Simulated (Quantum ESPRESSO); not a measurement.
# CdS (Hawleyite) (F-43m) in Quantum ESPRESSO: notebook

One crystal, CdS (Hawleyite), is run at these levels: PBE; tasks: phonons.

Everything below comes from runs of Quantum ESPRESSO 7.5. Logs are shortened: lines on timing, memory, paths and dates and some standing lists are left out, and cuts for length are marked.

## Step 1: Starting point

It takes space group F-43m (No. 216, cubic). Conventional cell: a = 5.833 Å, b = 5.833 Å, c = 5.833 Å, α = 90.00°, β = 90.00°, γ = 90.00°. Around Cd (site symmetry -43m) lie 4 S at 2.53 Å. Around S (site symmetry -43m) lie 4 Cd at 2.53 Å.

## Step 2: Phonons, PBE

Input file pw.in:

```
&CONTROL
  calculation = 'scf'
  prefix = 'pwscf'
  outdir = './tmp'
  pseudo_dir = './pseudo'
  tprnfor = .true.
  tstress = .true.
  disk_io = 'low'
/
&SYSTEM
  ibrav = 0
  nat = 2
  ntyp = 2
  ecutwfc = 45
  ecutrho = 360
  nbnd = 15
  occupations = 'smearing'
  smearing = 'fd'
  degauss = 0.00367493
/
&ELECTRONS
  conv_thr = 4d-10
  electron_maxstep = 120
  mixing_beta = 0.5
/
ATOMIC_SPECIES
Cd   112.4140 cd_pbe_v1.uspp.F.UPF
S     32.0600 s_pbe_v1.4.uspp.F.UPF
CELL_PARAMETERS angstrom
   0.0000000000    2.9165000000    2.9165000000
   2.9165000000    0.0000000000    2.9165000000
   2.9165000000    2.9165000000    0.0000000000
ATOMIC_POSITIONS crystal
Cd     0.0000000000    0.0000000000    0.0000000000
S      0.7500000000    0.7500000000    0.7500000000
K_POINTS automatic
4 4 4 1 1 1
```

Input file relax.in:

```
&CONTROL
  calculation = 'vc-relax'
  prefix = 'pwscf'
  outdir = './tmp'
  pseudo_dir = './pseudo'
  tprnfor = .true.
  tstress = .true.
  disk_io = 'low'
  nstep = 40
  forc_conv_thr = 0.0001
  etot_conv_thr = 1d-06
/
&SYSTEM
  ibrav = 0
  nat = 2
  ntyp = 2
  ecutwfc = 45
  ecutrho = 360
  nbnd = 15
  occupations = 'smearing'
  smearing = 'fd'
  degauss = 0.00367493
/
&ELECTRONS
  conv_thr = 4d-10
  electron_maxstep = 120
  mixing_beta = 0.5
/
&IONS
  ion_dynamics = 'bfgs'
/
&CELL
  cell_dynamics = 'bfgs'
  press = 0
  press_conv_thr = 0.2
/
ATOMIC_SPECIES
Cd   112.4140 cd_pbe_v1.uspp.F.UPF
S     32.0600 s_pbe_v1.4.uspp.F.UPF
CELL_PARAMETERS angstrom
   0.0000000000    2.9165000000    2.9165000000
   2.9165000000    0.0000000000    2.9165000000
   2.9165000000    2.9165000000    0.0000000000
ATOMIC_POSITIONS crystal
Cd     0.0000000000    0.0000000000    0.0000000000
S      0.7500000000    0.7500000000    0.7500000000
K_POINTS automatic
4 4 4 1 1 1
```

Input file gamma.in:

```
&CONTROL
  calculation = 'bands'
  prefix = 'pwscf'
  outdir = './tmp'
  pseudo_dir = './pseudo'
  disk_io = 'low'
  verbosity = 'high'
/
&SYSTEM
  ibrav = 0
  nat = 2
  ntyp = 2
  ecutwfc = 45
  ecutrho = 360
  nbnd = 15
  occupations = 'smearing'
  smearing = 'fd'
  degauss = 0.00367493
/
&ELECTRONS
  conv_thr = 1d-08
  electron_maxstep = 120
  mixing_beta = 0.5
  diago_full_acc = .true.
  startingwfc = 'random'
/
ATOMIC_SPECIES
Cd   112.4140 cd_pbe_v1.uspp.F.UPF
S     32.0600 s_pbe_v1.4.uspp.F.UPF
CELL_PARAMETERS angstrom
   0.0000000000    2.9683798888    2.9683798888
   2.9683798888    0.0000000000    2.9683798888
   2.9683798888    2.9683798888    0.0000000000
ATOMIC_POSITIONS crystal
Cd     0.0000000000    0.0000000000    0.0000000000
S      0.7500000000    0.7500000000    0.7500000000
K_POINTS crystal
1
0.0 0.0 0.0 1
```

Input file scf2.in:

```
&CONTROL
  calculation = 'scf'
  prefix = 'pwscf'
  outdir = './tmp'
  pseudo_dir = './pseudo'
  tprnfor = .true.
  tstress = .true.
  disk_io = 'low'
/
&SYSTEM
  ibrav = 0
  nat = 2
  ntyp = 2
  ecutwfc = 45
  ecutrho = 360
  nbnd = 15
  occupations = 'fixed'
/
&ELECTRONS
  conv_thr = 1d-13
  electron_maxstep = 120
  mixing_beta = 0.5
  startingpot = 'file'
/
ATOMIC_SPECIES
Cd   112.4140 cd_pbe_v1.uspp.F.UPF
S     32.0600 s_pbe_v1.4.uspp.F.UPF
CELL_PARAMETERS angstrom
   0.0000000000    2.9683798888    2.9683798888
   2.9683798888    0.0000000000    2.9683798888
   2.9683798888    2.9683798888    0.0000000000
ATOMIC_POSITIONS crystal
Cd     0.0000000000    0.0000000000    0.0000000000
S      0.7500000000    0.7500000000    0.7500000000
K_POINTS automatic
4 4 4 1 1 1
```

Input file ph.in:

```
phonons of CdS
&INPUTPH
  prefix = 'pwscf'
  outdir = './tmp'
  tr2_ph = 1d-18
  fildyn = 'dyn'
  niter_ph = 90
  alpha_mix(1) = 0.7
  epsil = True
/
0.0000000000 0.0000000000 0.0000000000
```

Input file dynmat.in:

```
&INPUT
  fildyn = 'dyn'
  asr = 'crystal'
  lperm = .true.
  filout = 'dynmat.disp'
  fileig = 'dynmat.eig'
/
```

Input file dynmat_lo.in:

```
&INPUT
  fildyn = 'dyn'
  asr = 'crystal'
  filout = 'dynmat_lo.disp'
  fileig = 'dynmat_lo.eig'
  q(1) = 0
  q(2) = 0
  q(3) = 1
/
```

Potentials or basis: GBRV 1.5 PBE.

On the command line:

```console
OMP_NUM_THREADS=1 pw.x -in pw.in > pw.out
OMP_NUM_THREADS=1 pw.x -in relax.in > relax.out
OMP_NUM_THREADS=1 pw.x -in gamma.in > gamma.out
OMP_NUM_THREADS=1 pw.x -in scf2.in > scf2.out
OMP_NUM_THREADS=1 ph.x -in ph.in > ph.out
OMP_NUM_THREADS=1 dynmat.x -in dynmat.in > dynmat.out
OMP_NUM_THREADS=1 dynmat.x -in dynmat_lo.in > dynmat_lo.out
```

pw.out:

```text
This program is part of the open-source Quantum ESPRESSO suite
     for quantum simulation of materials; please cite
[... 9 lines left out ...]
     --------------------
     sticks:   dense  smooth     PW     G-vecs:    dense   smooth      PW
     Sum        1507     745    235                38709    13635    2277

     Using Slab Decomposition

     bravais-lattice index     =            0
     lattice parameter (alat)  =       7.7943  a.u.
     unit-cell volume          =     334.8209 (a.u.)^3
     number of atoms/cell      =            2
     number of atomic types    =            2
     number of electrons       =        18.00
     number of Kohn-Sham states=           15
     kinetic-energy cutoff     =      45.0000  Ry
     charge density cutoff     =     360.0000  Ry
     scf convergence threshold =      4.0E-10
     mixing beta               =       0.5000
     number of iterations used =            8  plain     mixing
     Exchange-correlation=  SLA  PW   PBX  PBC
                           (   1   4   3   4   0   0   0)

     celldm(1)=   7.794277  celldm(2)=   0.000000  celldm(3)=   0.000000
     celldm(4)=   0.000000  celldm(5)=   0.000000  celldm(6)=   0.000000

[... 8 lines left out ...]
               b(3) = (  0.707107  0.707107 -0.707107 )

     PseudoPot. # 1 for Cd read from file:
     cd_pbe_v1.uspp.F.UPF
     Pseudo is Ultrasoft + core correction, Zval = 12.0
     Generated by new atomic code, or converted to UPF format
     Using radial grid of  889 points,  6 beta functions with:
                l(1) =   0
                l(2) =   0
                l(3) =   1
                l(4) =   1
                l(5) =   2
                l(6) =   2
     Q(r) pseudized with  6 coefficients,  rinner =    1.000   1.000   1.000
                                                       1.000   1.000

     PseudoPot. # 2 for S  read from file:
     s_pbe_v1.4.uspp.F.UPF
     Pseudo is Ultrasoft + core correction, Zval =  6.0
     Generated by new atomic code, or converted to UPF format
     Using radial grid of  907 points,  6 beta functions with:
                l(1) =   0
                l(2) =   0
                l(3) =   1
                l(4) =   1
                l(5) =   2
                l(6) =   2
     Q(r) pseudized with  8 coefficients,  rinner =    1.300   1.300   1.300
                                                       1.300   1.300

     atomic species   valence    mass     pseudopotential
     Cd               12.00   112.41400     Cd( 1.00)
     S                 6.00    32.06000     S ( 1.00)

     24 Sym. Ops. (no inversion) found

   Cartesian axes

     site n.     atom                  positions (alat units)
         1        Cd     tau(   1) = (   0.0000000   0.0000000   0.0000000  )
         2        S      tau(   2) = (   1.0606602   1.0606602   1.0606602  )

     number of k points=    10  Fermi-Dirac smearing, width (Ry)=  0.0037
                       cart. coord. in units 2pi/alat
        k(    1) = (   0.0883883   0.0883883   0.0883883), wk =   0.0625000
        k(    2) = (   0.2651650   0.2651650  -0.0883883), wk =   0.1875000
        k(    3) = (  -0.2651650  -0.2651650   0.4419417), wk =   0.1875000
        k(    4) = (  -0.0883883  -0.0883883   0.2651650), wk =   0.1875000
        k(    5) = (   0.4419417   0.0883883   0.0883883), wk =   0.1875000
        k(    6) = (  -0.0883883  -0.4419417   0.6187184), wk =   0.3750000
        k(    7) = (   0.0883883  -0.2651650   0.4419417), wk =   0.3750000
        k(    8) = (  -0.6187184   0.0883883   0.0883883), wk =   0.1875000
        k(    9) = (   0.2651650   0.2651650   0.2651650), wk =   0.0625000
        k(   10) = (  -0.2651650  -0.2651650   0.7954951), wk =   0.1875000

     Dense  grid:    38709 G-vectors     FFT dimensions: (  48,  48,  48)

     Smooth grid:    13635 G-vectors     FFT dimensions: (  36,  36,  36)

     Initial potential from superposition of free atoms

     starting charge      17.4999, renormalised to      18.0000

     negative rho (up, down):  2.029E-02 0.000E+00
     Starting wfcs are   13 randomized atomic wfcs +    2 random wfcs

     Self-consistent Calculation

     iteration #  1     ecut=    45.00 Ry     beta= 0.50
     Davidson diagonalization with overlap
     ethr =  1.00E-02,  avg # of iterations =  5.8

     Threshold (ethr) on eigenvalues was too large:
     Diagonalizing with lowered threshold

     Davidson diagonalization with overlap
     ethr =  6.35E-04,  avg # of iterations =  2.5

     negative rho (up, down):  1.973E-02 0.000E+00

     total energy              =    -138.88036364 Ry
     estimated scf accuracy    <       0.11183069 Ry

     iteration #  2     ecut=    45.00 Ry     beta= 0.50
     Davidson diagonalization with overlap
     ethr =  6.21E-04,  avg # of iterations =  2.0

     negative rho (up, down):  1.998E-02 0.000E+00

     total energy              =    -138.91333204 Ry
     estimated scf accuracy    <       0.01155314 Ry

     iteration #  3     ecut=    45.00 Ry     beta= 0.50
     Davidson diagonalization with overlap
     ethr =  6.42E-05,  avg # of iterations =  6.4

     negative rho (up, down):  2.027E-02 0.000E+00

     total energy              =    -138.91492312 Ry
     estimated scf accuracy    <       0.00109121 Ry

     iteration #  4     ecut=    45.00 Ry     beta= 0.50
     Davidson diagonalization with overlap
     ethr =  6.06E-06,  avg # of iterations =  3.6

     negative rho (up, down):  2.029E-02 0.000E+00

     total energy              =    -138.91501745 Ry
     estimated scf accuracy    <       0.00003907 Ry

     iteration #  5     ecut=    45.00 Ry     beta= 0.50
     Davidson diagonalization with overlap
     ethr =  2.17E-07,  avg # of iterations =  6.1

     negative rho (up, down):  2.032E-02 0.000E+00

     total energy              =    -138.91506490 Ry
     estimated scf accuracy    <       0.00000257 Ry

     iteration #  6     ecut=    45.00 Ry     beta= 0.50
     Davidson diagonalization with overlap
     ethr =  1.43E-08,  avg # of iterations =  4.0

     negative rho (up, down):  2.035E-02 0.000E+00

     total energy              =    -138.91506604 Ry
     estimated scf accuracy    <       0.00000051 Ry

     iteration #  7     ecut=    45.00 Ry     beta= 0.50
     Davidson diagonalization with overlap
     ethr =  2.84E-09,  avg # of iterations =  2.9

     negative rho (up, down):  2.035E-02 0.000E+00

     total energy              =    -138.91506618 Ry
     estimated scf accuracy    <       0.00000003 Ry

     iteration #  8     ecut=    45.00 Ry     beta= 0.50
     Davidson diagonalization with overlap
     ethr =  1.43E-10,  avg # of iterations =  4.5

     negative rho (up, down):  2.035E-02 0.000E+00

     total energy              =    -138.91506620 Ry
     estimated scf accuracy    <          4.6E-10 Ry

     iteration #  9     ecut=    45.00 Ry     beta= 0.50
     Davidson diagonalization with overlap
     ethr =  2.53E-12,  avg # of iterations =  5.8

     negative rho (up, down):  2.035E-02 0.000E+00

     End of self-consistent calculation

          k = 0.0884 0.0884 0.0884 (  1720 PWs)   bands (ev):

    -6.7030  -2.0649  -2.0649  -2.0343  -1.6066  -1.6066   4.5990   5.5057
     5.5057   7.5830  11.8734  12.3277  12.3277  16.4634  16.4634

          k = 0.2652 0.2652-0.0884 (  1703 PWs)   bands (ev):

    -6.4571  -1.9861  -1.9719  -1.7205  -1.6185  -1.5507   2.6378   4.4597
     5.1695   9.0403  11.8882  12.4570  12.8065  15.6749  17.1775

          k =-0.2652-0.2652 0.4419 (  1713 PWs)   bands (ev):

    -6.3138  -1.9547  -1.9326  -1.6091  -1.5639  -1.2164   1.3789   4.3779
     4.6807   9.2002  11.8972  12.9970  13.2214  16.6964  17.9547

          k =-0.0884-0.0884 0.2652 (  1712 PWs)   bands (ev):

    -6.5594  -2.0133  -1.9907  -1.9062  -1.6245  -1.5803   3.5141   4.9754
     5.0349   8.6844  11.1916  12.7972  13.0171  15.0677  16.9875

          k = 0.4419 0.0884 0.0884 (  1701 PWs)   bands (ev):

    -6.3581  -1.9145  -1.8698  -1.7867  -1.5476  -1.4940   2.4978   4.1620
     4.3117   9.6273  10.4341  13.2343  14.1530  15.2292  17.6622

          k =-0.0884-0.4419 0.6187 (  1702 PWs)   bands (ev):

    -6.2196  -1.8799  -1.8281  -1.6741  -1.5719  -1.0462   1.6969   3.2558
     3.9011  10.3625  11.0615  13.0173  14.4687  15.8584  18.1615

          k = 0.0884-0.2652 0.4419 (  1706 PWs)   bands (ev):

    -6.3161  -1.9278  -1.9017  -1.6724  -1.5717  -1.3165   1.9471   3.7871
     4.5574   9.9078  11.3930  12.3917  13.8657  15.8590  18.3320

          k =-0.6187 0.0884 0.0884 (  1703 PWs)   bands (ev):

    -6.2190  -1.8724  -1.7673  -1.7469  -1.5317  -1.1726   1.7811   3.5438
     3.8803   9.5230  10.2842  14.2270  15.3632  15.9592  18.0702

          k = 0.2652 0.2652 0.2652 (  1700 PWs)   bands (ev):

    -6.3960  -1.9783  -1.9783  -1.5809  -1.5809  -1.4870   1.8132   4.9681
     4.9681   8.6067  12.6016  12.6681  12.6681  16.5611  17.0286

          k =-0.2652-0.2652 0.7955 (  1712 PWs)   bands (ev):

    -6.2587  -1.9201  -1.8672  -1.6362  -1.5862  -1.1066   1.6110   3.3509
     4.4790   9.9994  11.4545  13.2840  13.6710  16.1116  16.8852

     the Fermi energy is     6.5773 ev

!    total energy              =    -138.91506620 Ry
     estimated scf accuracy    <          1.7E-10 Ry
     smearing contrib. (-TS)   =      -0.00000000 Ry
     internal energy E=F+TS    =    -138.91506620 Ry

     The total energy is F=E-TS. E is the sum of the following terms:
     one-electron contribution =     -38.36089209 Ry
     hartree contribution      =      32.67196801 Ry
     xc contribution           =     -47.87974182 Ry
     ewald contribution        =     -85.34640031 Ry

     convergence has been achieved in   9 iterations

     negative rho (up, down):  2.035E-02 0.000E+00

     Forces acting on atoms (cartesian axes, Ry/au):

     atom    1 type  1   force =     0.00000000    0.00000000    0.00000000
     atom    2 type  2   force =    -0.00000000   -0.00000000   -0.00000000

     Total force =     0.000000     Total SCF correction =     0.000000

     Computing stress (Cartesian axis) and pressure

     negative rho (up, down):  2.035E-02 0.000E+00
          total   stress  (Ry/bohr**3)                   (kbar)     P=       31.72
   0.00021564   0.00000000   0.00000000           31.72        0.00        0.00
   0.00000000   0.00021564   0.00000000            0.00       31.72        0.00
   0.00000000   0.00000000   0.00021564            0.00        0.00       31.72

=------------------------------------------------------------------------------=
   JOB DONE.
=------------------------------------------------------------------------------=
```

It took 4.2 min on 1 thread of Arm Neoverse V2, shared host; peak memory 0.18 GiB.

What came out:

| Quantity | Value |
| --- | --- |
| Free energy | -1890.0613 eV |
| Relaxed volume | 26.16 Å³/atom |
| Relaxed cell | a = 4.198 Å, b = 4.198 Å, c = 4.198 Å, α = 60.00°, β = 60.00°, γ = 60.00° |
| Space group after relaxing (to 0.05 Å) | F-43m (No. 216) |
| Pressure after relaxing | 0.0 GPa |
| Electronic dielectric tensor (diagonal) | 6.26 |
| Born charges (mean of the diagonal) | Cd +2.24; S -2.25 e |
| Highest phonon frequency at Γ, LO-TO splitting left out | 216 cm⁻¹ |
| Static dielectric tensor (diagonal) | 10.35 |

Step by step:
```csv
step,energy change (eV),largest force (eV/Å),pressure (GPa),volume (Å³)
1,0.0000,0.0000,3.17,49.62
2,-0.0133,0.0000,2.12,50.42
3,-0.0222,0.0000,1.07,51.32
4,-0.0254,0.0000,0.05,52.26
5,-0.0254,0.0000,0.00,52.31
```

Final structure:
```
Cd S
1.0
     0.00000    2.96838    2.96838
     2.96838    0.00000    2.96838
     2.96838    2.96838    0.00000
Cd S
1 1
Direct
  0.00000 0.00000 0.00000
  0.75000 0.75000 0.75000
```

Levels at points of the mesh, in eV from the valence-band top:
```csv
k point,band 7,band 8,band 9,band 10,band 11,band 12
"(0.12, 0.12, 0.12)",-0.89,0.00,0.00,1.95,6.35,6.80
```

Phonon frequencies in cm⁻¹ (negative: imaginary):
```
              q point           frequencies
(0.000, 0.000, 0.000)  -2 -2 -2 216 216 216
```

Electronic dielectric tensor:
```
6.26 0.00 0.00
0.00 6.26 0.00
0.00 0.00 6.26
```

Born effective charge tensors (e):
atom 1, Cd
```
2.24 0.00 0.00
0.00 2.24 0.00
0.00 0.00 2.24
```
atom 2, S
```
-2.25  0.00  0.00
 0.00 -2.25  0.00
 0.00  0.00 -2.25
```

Optical modes at Γ, degenerate ones joined, polar ones without the macroscopic field:
| cm⁻¹ | components | symmetry | active in | IR intensity, summed ((D/Å)²/amu) |
| --- | --- | --- | --- | --- |
| 216 | 3 | T2 | IR and Raman | 14.02 |

Zone-centre frequencies without and with the macroscopic field along z (cm⁻¹):
```tsv
	optical modes in rising order
without	216 216 216
with the field	216 216 278
```

Static dielectric tensor, electrons and zone-centre modes:
```
10.35  0.00  0.00
 0.00 10.35  0.00
 0.00  0.00 10.35
```

Caveat: the mesh is thin for the dielectric tensor, Born charges and intensities, which usually come out too large.

[end of part 1 of 3]
